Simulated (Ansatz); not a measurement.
Is this BN structure a true minimum?

The structure comes from a generated guess, relaxed at this level; another structure or a mixture of phases may lie lower.

Theory: DFT PBE, scalar-relativistic, plane waves, PAW (Ansatz 0.2.0). Plane waves to 420 eV, a k mesh through Γ of 12×12×4 on the computed 8-atom cell and Gaussian smearing (0.02 eV); no spin polarisation.

The cell below (8 atoms, space group P6_3mc (No. 186)) is relaxed within its symmetry.

```cif
data_structure
_symmetry_space_group_name_H-M 'P 1'
_symmetry_Int_Tables_number 1
_cell_length_a 2.5586
_cell_length_b 2.5586
_cell_length_c 8.4092
_cell_angle_alpha 90.000
_cell_angle_beta 90.000
_cell_angle_gamma 120.000
_cell_volume 47.67
loop_
_atom_site_label
_atom_site_type_symbol
_atom_site_fract_x
_atom_site_fract_y
_atom_site_fract_z
_atom_site_occupancy
B1 B 0.00000 0.00000 0.09337 1
B2 B 0.00000 0.00000 0.59337 1
B3 B 0.33333 0.66667 0.34406 1
B4 B 0.66667 0.33333 0.84406 1
N1 N 0.00000 0.00000 0.40675 1
N2 N 0.00000 0.00000 0.90675 1
N3 N 0.33333 0.66667 0.15582 1
N4 N 0.66667 0.33333 0.65582 1
```

For the test it was strained at random (σ = 1.5 % a component), the atoms were moved at random (σ = 0.05 Å), and all was relaxed again on a coarse 6×6×2 mesh (in the run’s order of axes) with 0.10 eV smearing, with no symmetry imposed.

Question: Is the structure stable against such a distortion?

Answer: It returns, within 1 meV/atom of the unmoved cell on that mesh and with the same symmetry when read at 0.1 Å. No instability shows in this cell; modes of other wave vectors, which need another repeat, aren't tested.
